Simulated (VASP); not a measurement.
# LiF (P6_3mc) in VASP: single point with LDA

Aim: the single point of LiF with LDA.

All numbers are computed with VASP 6.6.1; they aren't measurements. Logs are shortened: lines on timing, memory, paths and dates and some standing lists are left out, and cuts for length are marked.

### Step 1. The crystal as given

Symmetry: P6_3mc, No. 186, hexagonal system. Conventional cell: a = 3.061 Å, b = 3.061 Å, c = 4.807 Å, α = 90.00°, β = 90.00°, γ = 120.00°. Around Li (site symmetry 3m) lie 4 F at 1.85 to 1.86 Å. F (site symmetry 3m) is surrounded by 4 Li at 1.85 to 1.86 Å.

Measurements of this composition are mostly on another form, of space group No. 225.

### Step 2. Single point, LDA

INCAR

```
PREC = Accurate
ENCUT = 520
EDIFF = 1E-7
ISMEAR = 0
SIGMA = 0.1
LREAL = False
LASPH = True
NELM = 80
ALGO = Fast
ISIF = 2
LWAVE = False
LCHARG = True
GGA = CA
LELF = True
LVHAR = True
NBANDS = 18
```

KPOINTS

```
Automatic mesh
0
Gamma
  6 6 4
```

POSCAR

```
LiF
1.0
    3.0609398175      0.0000000000      0.0000000000
   -1.5304699087      2.6508516414      0.0000000000
    0.0000000000      0.0000000000      4.8073245700
Li F
2 2
Direct
    0.3333333300      0.6666666700      0.3811542600
    0.6666666700      0.3333333300      0.8811542600
    0.3333333300      0.6666666700      0.9938437400
    0.6666666700      0.3333333300      0.4938437400
```

Potentials or basis: VASP PAW LDA potentials, release 64 (Li_sv, F).

Command:

```console
cat potpaw_LDA.64/Li_sv/POTCAR potpaw_LDA.64/F/POTCAR > POTCAR
mpirun -np 1 vasp_std > vasp.out
```

OUTCAR:

```text
PREC = Accurate
   ENCUT = 520
   EDIFF = 1E-7
   ISMEAR = 0
   LREAL = False
   LASPH = True
   NELM = 80
   ISIF = 2
   GGA = CA

 ion  position               nearest neighbor table
   1  0.333  0.667  0.381-   4 1.85   4 1.85   4 1.85   3 1.86
   2  0.667  0.333  0.881-   3 1.85   3 1.85   3 1.85   4 1.86
   3  0.333  0.667  0.994-   2 1.85   2 1.85   2 1.85   1 1.86
   4  0.667  0.333  0.494-   1 1.85   1 1.85   1 1.85   2 1.86

  LATTYP: Found a hexagonal cell.
 ALAT       =     3.0609398175
 C/A-ratio  =     1.5705387419

  Lattice vectors:

 A1 = (   3.0609398175,   0.0000000000,   0.0000000000)
 A2 = (  -1.5304699087,   2.6508516414,   0.0000000000)
 A3 = (   0.0000000000,   0.0000000000,   4.8073245700)

Analysis of symmetry for initial positions (statically):
=====================================================================
 Subroutine PRICEL returns:
 Original cell was already a primitive cell.

 Routine SETGRP: Setting up the symmetry group for a
 hexagonal supercell.

 Subroutine GETGRP returns: Found 12 space group operations
 (whereof  6 operations were pure point group operations)
 out of a pool of 24 trial point group operations.

The static configuration has the point symmetry C_3v.
 The point group associated with its full space group is C_6v.

Analysis of symmetry for dynamics (positions and initial velocities):
=====================================================================
 Subroutine PRICEL returns:
 Original cell was already a primitive cell.

 Routine SETGRP: Setting up the symmetry group for a
 hexagonal supercell.

 Subroutine GETGRP returns: Found 12 space group operations
 (whereof  6 operations were pure point group operations)
 out of a pool of 24 trial point group operations.

The dynamic configuration has the point symmetry C_3v.
 The point group associated with its full space group is C_6v.

 Subroutine INISYM returns: Found 12 space group operations
 (whereof  6 operations are pure point group operations),
 and found     1 'primitive' translations

----------------------------------------------------------------------------------------

                                     Primitive cell

  volume of cell :      39.0071

  direct lattice vectors                    reciprocal lattice vectors
     3.060939817  0.000000000  0.000000000     0.326697047  0.188618628  0.000000000
    -1.530469909  2.650851641  0.000000000     0.000000000  0.377237256  0.000000000
     0.000000000  0.000000000  4.807324570     0.000000000  0.000000000  0.208015911

  length of vectors
     3.060939817  3.060939817  4.807324570     0.377237256  0.377237256  0.208015911

  position of ions in fractional coordinates (direct lattice)
     0.333333330  0.666666670  0.381154260
     0.666666670  0.333333330  0.881154260
     0.333333330  0.666666670  0.993843740
     0.666666670  0.333333330  0.493843740

  ion indices of the primitive-cell ions
   primitive index   ion index
                 1           1
                 2           2
                 3           3
                 4           4

----------------------------------------------------------------------------------------

 KPOINTS: Automatic mesh

Automatic generation of k-mesh.
 Grid dimensions read from file:
 generate k-points for:    6    6    4

 Generating k-lattice:

  Cartesian coordinates                     Fractional coordinates (reciprocal lattice)
     0.054449508  0.031436438  0.000000000     0.166666667 -0.000000000  0.000000000
     0.000000000  0.062872876  0.000000000     0.000000000  0.166666667  0.000000000
     0.000000000  0.000000000  0.052003978     0.000000000  0.000000000  0.250000000

  Length of vectors
     0.062872876  0.062872876  0.052003978

  Shift w.r.t. Gamma in fractional coordinates (k-lattice)
     0.000000000  0.000000000  0.000000000

 Subroutine IBZKPT returns following result:
 ===========================================

 Found     21 irreducible k-points:

 Following reciprocal coordinates:
            Coordinates               Weight
  0.000000  0.000000  0.000000      1.000000
  0.166667  0.000000  0.000000      6.000000
  0.333333  0.000000  0.000000      6.000000
  0.500000 -0.000000  0.000000      3.000000
  0.166667  0.166667  0.000000      6.000000
  0.333333  0.166667  0.000000     12.000000
[... 13 lines left out ...]
  0.333333  0.166667  0.500000     12.000000
  0.333333  0.333333  0.500000      2.000000
   k-points           NKPTS =     21   k-points in BZ     NKDIM =     21   number of bands    NBANDS=     18
   number of dos      NEDOS =    301   number of ions     NIONS =      4
   total plane-waves  NPLWV =  20736
   dimension x,y,z NGX =    24 NGY =   24 NGZ =   36
   dimension x,y,z NGXF=    48 NGYF=   48 NGZF=   72
   ions per type =               2   2
   NGX,Y,Z   is equivalent  to a cutoff of  13.03, 13.03, 12.45 a.u.
   NGXF,Y,Z  is equivalent  to a cutoff of  26.07, 26.07, 24.90 a.u.
 SYSTEM =  unknown system
   PREC   = accura    normal or accurate (medium, high low for compatibility)
   ISTART =      0    job   : 0-new  1-cont  2-samecut
   ICHARG =      2    charge: 1-file 2-atom 10-const
   ISPIN  =      1    spin polarized calculation?
   LNONCOLLINEAR =      F non collinear calculations
   LSORBIT =      F    spin-orbit coupling
   LASPH  =      T    aspherical Exc in radial PAW
   ENCUT  =  520.0 eV  38.22 Ry    6.18 a.u.   5.69  5.69  8.94*2*pi/ulx,y,z
   NELM   =     80;   NELMIN=  2; NELMDL= -5     # of ELM steps
   EDIFF  = 0.1E-06   stopping-criterion for ELM
   LREAL  =      F    real-space projection
   EDIFFG = 0.1E-05   stopping-criterion for IOM
   NSW    =      0    number of steps for IOM
   IBRION =     -1    ionic relax: 0-MD 1-quasi-New 2-CG
   NFREE  =      0    steps in history (QN), initial steepest desc. (CG)
   ISIF   =      2    stress and relaxation
   ISYM   =      2    0-nonsym 1-usesym 2-fastsym
   POTIM  = 0.5000    time-step for ionic-motion
   TEBEG  =    0.0;   TEEND  =   0.0 temperature during run
   PSTRESS=    0.0 pullay stress
   NELECT =      20.0000    total number of electrons
   NUPDOWN=      -1.0000    fix difference up-down
   EMIN   =  10.00;   EMAX   =-10.00  energy-range for DOS
   EFERMI =   0.00;   METHOD = LEGACY
   ISMEAR =     0;   SIGMA  =   0.10  broadening in eV -4-tet -1-fermi 0-gaus
   EFERMI_NEDOS =   21; number of points for ismear=-14 and -15
   IALGO  =     68    algorithm
   IMIX   =      4    mixing-type and parameters
     AMIX     =   0.40;   BMIX     =  1.00
     AMIX_MAG =   1.60;   BMIX_MAG =  1.00
  volume/ion in A,a.u.               =       9.75        65.81
  Fermi-wavevector in a.u.,A,eV,Ry     =   1.310299  2.476105 23.359603  1.716882
  Thomas-Fermi vector in A             =   2.440838
   LORBIT       =      0    0 simple, 1 ext, 2 COOP (PROOUT), +10 PAW based schemes
   GGA     = CA    functional components
   LHFCALC =     F    Hartree Fock is set to
   AEXX    =    0.0000 exact exchange contribution
   IVDW    =     0    specifies the selected vdW correction
   LEPSILON=     F    determine dielectric tensor
   LRPA    =     F    only Hartree local field effects (RPA)
 non-spin polarized calculation
 RMM-DIIS sequential band-by-band and
 Gauss-broadening in eV      SIGMA  =   0.10
  energy-cutoff  :      520.00
  volume of cell :       39.01
 maximum number of plane-waves:      1085
 NGX is ok and might be reduce to    24
   NGX = 11   NGY = 11   NGZ = 17

 number of electron      20.0000020 magnetization

 Free energy of the ion-electron system (eV)
  ---------------------------------------------------
  ext. energy  EPLUGINS =         0.00000000
  ---------------------------------------------------
  free energy    TOTEN  =       -20.79342537 eV

  energy without entropy =      -20.79342537  energy(sigma->0) =      -20.79342537

 E-fermi :  -2.1859     XC(G=0):  -9.6274

 val. band max:       -2.6910207788   @ k =   0.0000   0.0000   0.0000
 cond. band min:       4.8970444833   @ k =   0.0000   0.0000   0.0000
 fundamental gap:      7.5880652621
 Fermi energy:        -2.1859105580

 k-point     1 :       0.0000    0.0000    0.0000
  band No.  band energies     occupation
      1     -41.9435      2.00000
      2     -41.8917      2.00000
      3     -21.7336      2.00000
      4     -21.4837      2.00000
      5      -4.9842      2.00000
      6      -3.1793      2.00000
[... 10 lines left out ...]
     17      16.6594      0.00000
     18      17.3262      0.00000

 k-point     2 :       0.1667    0.0000    0.0000
  band No.  band energies     occupation
      1     -41.9331      2.00000
      2     -41.8874      2.00000
      3     -21.6965      2.00000
      4     -21.4752      2.00000
      5      -4.8435      2.00000
      6      -3.4915      2.00000
[... 10 lines left out ...]
     17      16.9154      0.00000
     18      17.0861      0.00000

 k-point     3 :       0.3333    0.0000    0.0000
  band No.  band energies     occupation
      1     -41.9107      2.00000
      2     -41.8809      2.00000
      3     -21.6110      2.00000
      4     -21.4688      2.00000
      5      -4.6622      2.00000
      6      -4.0289      2.00000
[... 10 lines left out ...]
     17      16.5501      0.00000
     18      17.6044      0.00000

 k-point     4 :       0.5000   -0.0000    0.0000
  band No.  band energies     occupation
      1     -41.8971      2.00000
      2     -41.8801      2.00000
      3     -21.5522      2.00000
      4     -21.4807      2.00000
      5      -4.8387      2.00000
      6      -4.0042      2.00000
[... 312 lines left out ...]
      4     -21.5564      2.00000
      5      -4.1844      2.00000
      6      -4.1844      2.00000
[... 10 lines left out ...]
     17      16.9263      0.00000
     18      16.9263      0.00000

 k-point    20 :       0.3333    0.1667    0.5000
  band No.  band energies     occupation
      1     -41.8885      2.00000
      2     -41.8885      2.00000
      3     -21.5198      2.00000
      4     -21.5198      2.00000
      5      -4.4430      2.00000
      6      -4.4430      2.00000
[... 10 lines left out ...]
     17      17.3557      0.00000
     18      17.3558      0.00000

 k-point    21 :       0.3333    0.3333    0.5000
  band No.  band energies     occupation
      1     -41.8849      2.00000
      2     -41.8849      2.00000
      3     -21.5070      2.00000
      4     -21.5070      2.00000
      5      -4.3549      2.00000
      6      -4.3549      2.00000
[... 10 lines left out ...]
     17      18.2180      0.00000
     18      18.2180      0.00000

------------------------ aborting loop because EDIFF is reached ----------------------------------------

  FORCE on cell =-STRESS in cart. coord.  units (eV):
  Direction    XX          YY          ZZ          XY          YZ          ZX
  --------------------------------------------------------------------------------------
  -------------------------------------------------------------------------------------
  Total       -0.7264064     -0.7264064     -0.8318263     -0.0000000      0.0000000      0.0000000
  in kB      -29.8364131    -29.8364131    -34.1664284     -0.0000000      0.0000000      0.0000000
  external PRESSURE =     -31.2797516 kB  Pullay stress =       0.0000000 kB

 VOLUME and BASIS-vectors are now :
 -----------------------------------------------------------------------------
  energy-cutoff  :      520.00
  volume of cell :       39.01
      direct lattice vectors                 reciprocal lattice vectors
     3.060939817  0.000000000  0.000000000     0.326697047  0.188618628  0.000000000
    -1.530469909  2.650851641  0.000000000     0.000000000  0.377237256  0.000000000
     0.000000000  0.000000000  4.807324570     0.000000000  0.000000000  0.208015911

 POSITION                                       TOTAL-FORCE (eV/Angst)
 -----------------------------------------------------------------------------------
     -0.00000      1.76723      1.83233        -0.000000     -0.000000     -0.008335
      1.53047      0.88362      4.23599        -0.000000      0.000000     -0.008335
     -0.00000      1.76723      4.77773         0.000000     -0.000000      0.008335
      1.53047      0.88362      2.37407         0.000000      0.000000      0.008335
 -----------------------------------------------------------------------------------
    total drift:                                0.000007     -0.000003     -0.000731

  FREE ENERGIE OF THE ION-ELECTRON SYSTEM (eV)
  ---------------------------------------------------
  free  energy   TOTEN  =       -20.7934253733 eV

  energy  without entropy=      -20.7934253733  energy(sigma->0) =      -20.79342537
```

It took 8.3 s on 1 thread of Intel Xeon 6975P-C (Granite Rapids), shared host; peak memory 0.13 GiB.

Results:

```yaml
Free_energy: -20.7934 eV
Largest_force: 0.008 eV/Å
Band_gap_on_the_k_mesh: 7.59 eV, direct
```

Forces on the atoms (eV/Å):
```
Li   0.000  0.000 -0.008
Li   0.000  0.000 -0.008
F    0.000  0.000  0.008
F    0.000  0.000  0.008
```

Levels at points of the mesh, in eV from the valence-band top:
```csv
k point,band 8,band 9,band 10,band 11,band 12,band 13
"(0.00, 0.00, 0.00)",-0.15,-0.15,0.00,7.59,11.81,15.10
"(0.50, 0.00, 0.00)",-1.06,-0.57,-0.40,10.96,11.89,14.66
"(0.00, 0.00, 0.50)",-0.32,-0.32,-0.32,9.28,9.28,17.36
"(0.50, 0.00, 0.50)",-0.74,-0.59,-0.59,10.88,10.88,14.67
```

Caveat: the cutoff is under 1.25 times the usual one of these potentials, so pressure, stress and relaxed cells hold a basis-set (Pulay) error. A k mesh can miss the band edges.
